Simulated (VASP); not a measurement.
# Ti₃Al: convergence, self-consistent run

Ti₃Al, I4mm (no. 107), 4 atoms in the cell. PBE; PAW potentials Ti_sv, Al (PBE set). VASP 6.6.1. The cell is changed on purpose: last atom moved by 0.05 Å along z, cell strained by +1.0% along z.

Wanted: energy within 2 meV/atom; forces within 0.01 eV/Å.

What the run is for: forces; Accuracy asked: standard.

POSCAR:
```
Ti3Al
1.0
    0.0000000000      3.2317810000      3.2640988100
    3.2317810000      0.0000000000      3.2640988100
    3.2317810000      3.2317810000      0.0000000000
Ti Al
3 1
Direct
    0.0000000000      0.0000000000      0.0000000000
    0.2500000000      0.2500000000      0.2500000000
    0.7500000000      0.7500000000      0.7500000000
    0.5077356700      0.5077356700      0.4922643300
```

The series start from Plane-wave cutoff (eV): 360; Smearing width (eV): 0.03; k-point mesh: 10 × 10 × 10; Precision mode (PREC): Accurate; Electronic threshold (eV): 1e-6; Bands in all (NBANDS): 32; Aspherical gradient terms in the spheres (LASPH): yes; Electronic algorithm: ALGO=Normal; Delay and inner steps: defaults; Density mixing: defaults. Each series keeps the choices made before it, and each single choice may use up half of a tolerance.

## Plane-wave cutoff (eV)

| Plane-wave cutoff (eV) | Energy less reference (meV/atom) | Forces, largest deviation (eV/Å) | SCF iterations | Time (s) |
|---|---|---|---|---|
| 220 | 60.6 | 0.003 | 15 | 14 |
| 280 | 15.8 | 0.001 | 15 | 27 |
| 320 | 13.6 | 0.001 | 15 | 27 |
| 360 | 10.3 | 0.000 | 15 | 28 |
| 410 | 3.9 | 0.000 | 15 | 36 |
| 480 | 0.7 | 0.000 | 15 | 43 |
| 580 | 0.3 | 0.000 | 15 | 50 |
| 720 (reference) | 0.0 | 0.000 | 15 | 76 |

Chosen: 480, the loosest value from which every tighter one stays within half of the tolerance.

## Smearing width (eV)

| Smearing width (eV) | Energy less reference (meV/atom) | Forces, largest deviation (eV/Å) | SCF iterations | Time (s) |
|---|---|---|---|---|
| 0.15 | -6.2 | 0.003 | 15 | 46 |
| 0.1 | -2.3 | 0.001 | 15 | 46 |
| 0.07 | -1.0 | 0.000 | 15 | 47 |
| 0.05 | -0.5 | 0.000 | 15 | 44 |
| 0.03 | -0.1 | 0.000 | 15 | 43 |
| 0.02 (reference) | 0.0 | 0.000 | 15 | 49 |

Chosen: 0.05.

## k-point mesh

| k-point mesh | Energy less reference (meV/atom) | Forces, largest deviation (eV/Å) | SCF iterations | Time (s) |
|---|---|---|---|---|
| 3 × 3 × 3 | -0.2 | 0.016 | 15 | 8.1 |
| 4 × 4 × 4 | 12.1 | 0.013 | 15 | 11 |
| 5 × 5 × 5 | 1.2 | 0.006 | 15 | 13 |
| 6 × 6 × 6 | -2.4 | 0.002 | 15 | 16 |
| 8 × 8 × 8 | 0.2 | 0.000 | 15 | 27 |
| 10 × 10 × 10 | -0.2 | 0.000 | 15 | 44 |
| 12 × 12 × 12 | 0.0 | 0.000 | 15 | 71 |
| 14 × 14 × 14 (reference) | 0.0 | 0.000 | 15 | 96 |

Chosen: 8 × 8 × 8.

## Precision mode (PREC)

| Precision mode (PREC) | Energy less reference (meV/atom) | Forces, largest deviation (eV/Å) | SCF iterations | Time (s) |
|---|---|---|---|---|
| Low | -1.1 | 0.002 | 15 | 15 |
| SingleN | -1.1 | 0.002 | 15 | 17 |
| Normal | 0.0 | 0.000 | 15 | 17 |
| Accurate (reference) | 0.0 | 0.000 | 15 | 27 |

Chosen: Normal.

## Electronic threshold (eV)

| Electronic threshold (eV) | Energy less reference (meV/atom) | Forces, largest deviation (eV/Å) | SCF iterations | Time (s) |
|---|---|---|---|---|
| 0.001 | 0.0 | 0.001 | 11 | 14 |
| 0.0001 | 0.0 | 0.000 | 12 | 15 |
| 1e-5 | 0.0 | 0.000 | 13 | 17 |
| 1e-6 | 0.0 | 0.000 | 15 | 17 |
| 1e-7 | 0.0 | 0.000 | 17 | 19 |
| 1e-8 (reference) | 0.0 | 0.000 | 18 | 21 |

Chosen: 0.001.

## Bands in all (NBANDS)

| Bands in all (NBANDS) | Energy less reference (meV/atom) | Forces, largest deviation (eV/Å) | SCF iterations | Time (s) |
|---|---|---|---|---|
| 21 | 0.0 | 0.000 | 12 | 11 |
| 22 | 0.0 | 0.001 | 12 | 11 |
| 24 | 0.0 | 0.000 | 12 | 12 |
| 26 | 0.0 | 0.000 | 12 | 13 |
| 32 | 0.0 | 0.000 | 11 | 14 |
| 44 (reference) | 0.0 | 0.000 | 11 | 18 |

Chosen: 21.

## Aspherical gradient terms in the spheres (LASPH)

| Aspherical gradient terms in the spheres (LASPH) | Energy less reference (meV/atom) | Forces, largest deviation (eV/Å) | SCF iterations | Time (s) |
|---|---|---|---|---|
| yes | 0.0 | 0.000 | 12 | 11 |
| no | 0.3 | 0.000 | 12 | 10 |

Chosen: yes; no other choice that stays within half of the tolerance saves 30 % of the time.

## Electronic algorithm

| Electronic algorithm | Energy less reference (meV/atom) | Forces, largest deviation (eV/Å) | SCF iterations | Time (s) |
|---|---|---|---|---|
| ALGO=Normal | 0.0 | 0.000 | 12 | 11 |
| ALGO=Fast | 0.9 | 0.003 | 20 | 17 |
| ALGO=VeryFast | 4.2 | 0.016 | 57 | 50 |
| ALGO=All ISEARCH=1 | 0.4 | 0.004 | 20 | 21 |
| ALGO=All ISEARCH=0 | 0.4 | 0.004 | 20 | 19 |
| ALGO=Damped TIME=0.4 | no result | no result | 120 | 69 |
| ALGO=Damped TIME=0.1 | no result | no result | 120 | 66 |
| ALGO=Old Fast | -0.2 | 0.010 | 16 | 14 |

Chosen: ALGO=Normal.

## Delay and inner steps

| Delay and inner steps | Energy less reference (meV/atom) | Forces, largest deviation (eV/Å) | SCF iterations | Time (s) |
|---|---|---|---|---|
| defaults | 0.0 | 0.000 | 12 | 11 |
| NELMDL=-2 | 0.0 | 0.001 | 11 | 11 |
| NELMDL=-8 | 0.0 | 0.001 | 15 | 12 |
| NELMDL=-12 | 0.0 | 0.001 | 19 | 14 |
| NRMM=2 | 0.5 | 0.002 | 18 | 13 |
| NRMM=6 | 0.0 | 0.001 | 12 | 11 |
| WEIMIN=0.001 | 0.0 | 0.000 | 12 | 11 |

Chosen: defaults.

## Density mixing

| Density mixing | Energy less reference (meV/atom) | Forces, largest deviation (eV/Å) | SCF iterations | Time (s) |
|---|---|---|---|---|
| defaults | 0.0 | 0.000 | 12 | 11 |
| BMIX=0.5 | 0.0 | 0.001 | 12 | 11 |
| WC=0 | 0.0 | 0.000 | 12 | 9.6 |
| AMIX=0.8 | 0.0 | 0.001 | 13 | 9.7 |
| AMIX=0.4 IMIX=1 | no result | no result | 120 | 95 |
| AMIN=0.01 | 0.0 | 0.000 | 12 | 11 |
| AMIX=0.6 | 0.1 | 0.001 | 12 | 8.1 |

Chosen: defaults.

## All choices together

| Input | Energy less reference (meV/atom) | Forces, largest deviation (eV/Å) | Time (s) |
|---|---|---|---|
| the program's defaults (naive) | 27.5 | 0.012 | 2.3 |
| chosen settings | 0.3 | 0.001 | 11 |
| reference settings throughout | 0.0 | 0.000 | 296 |

The tolerance is met.

## The input

INCAR:
```
ALGO = Normal
EDIFF = 0.001
ENCUT = 480
GGA = PE
GGA_COMPAT = F
ISIF = 2
ISMEAR = -1
KPAR = 4
LASPH = T
LCHARG = F
LREAL = F
LWAVE = F
NBANDS = 21
NELM = 120
PREC = Normal
SIGMA = 0.05
```

KPOINTS:
```
Automatic mesh
0
Gamma
  8 8 8
  0 0 0
```

Commands:
```
cat potpaw_PBE.64/Ti_sv/POTCAR potpaw_PBE.64/Al/POTCAR > POTCAR
mpirun -np 4 vasp_std > vasp.out
```

The chosen input took VASP 6.6.1 11 s on 4 cores (Intel Xeon Platinum 8559C (Emerald Rapids)), a shared host.

## An input that fails: cutoff far too low

It runs to its end, but against the unchanged starting input it is off by 3125.6 meV/atom in the energy, 0.050 eV/Å in the forces.

Changes against the starting input:
```
- NELM = 120
- ENCUT = 360
+ NELM = 58
+ ENCUT = 120
```
